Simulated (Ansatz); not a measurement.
Write the native input for Ansatz 0.2.0 that does the following.

```yaml
Task: single point
Functional: PBEsol
Potentials_or_basis: all-electron LAPW, scalar-relativistic
Cutoff: 357 eV (chosen from the basis error)
Basis_error_allowed: 0.001 eV/atom
k_mesh: 10 × 10 × 5
Occupations: fermi-dirac, width 0.05 eV
Spin: no spin polarisation
```

The system is SiC (Moissanite).

```
Si C
1.0
     3.07600    0.00000    0.00000
    -1.53800    2.66389    0.00000
     0.00000    0.00000    5.04800
Si C
2 2
Direct
  0.66667 0.33333 0.50000
  0.33333 0.66667 0.00000
  0.66667 0.33333 0.88500
  0.33333 0.66667 0.38500
```

The input as run:

input.yaml

```yaml
crystal:
  lattice:
    - [3.076, 0.0, 0.0]
    - [-1.538, 2.663894142, 0.0]
    - [0.0, 0.0, 5.048]
  atoms:
    - { symbol: Si, position: [0.6666666667, 0.3333333333, 0.5] }
    - { symbol: Si, position: [0.3333333333, 0.6666666667, 0.0] }
    - { symbol: C, position: [0.6666666667, 0.3333333333, 0.885] }
    - { symbol: C, position: [0.3333333333, 0.6666666667, 0.385] }
kpoints:
  mp_grid: { grid: [10, 10, 5] }
scf:
  occupations: { method: fermi_dirac, width: 0.05 }
hamiltonian:
  xc: pbesol
  pseudopotentials: { kind: all_electron, lapw: { basis_error: 0.001 } }
output:
  forces: true
  stress: true
  eigenvalues: true
  populations: true
```

Potentials or basis: all-electron LAPW, scalar-relativistic.

Launch:

```sh
$ ansatz run input.yaml --threads 2 --pin off --max-ram 8192MiB --backend cpu --events-out ev --progress --plain --runs-dir out
```

It gave:

* Pressure: 0.2 GPa
* Largest force: 0.746 eV/Å
* Band gap on the k mesh: 2.33 eV, indirect (least direct gap 3.96 eV)
* Loewdin charges: Si +1.06; C -0.98 e

Caveat: an odd mesh through Γ misses points on the zone boundary, where band edges often lie.

It took 14 s on 2 threads of Arm Neoverse V1 (shared host), peak memory 0.34 GiB.
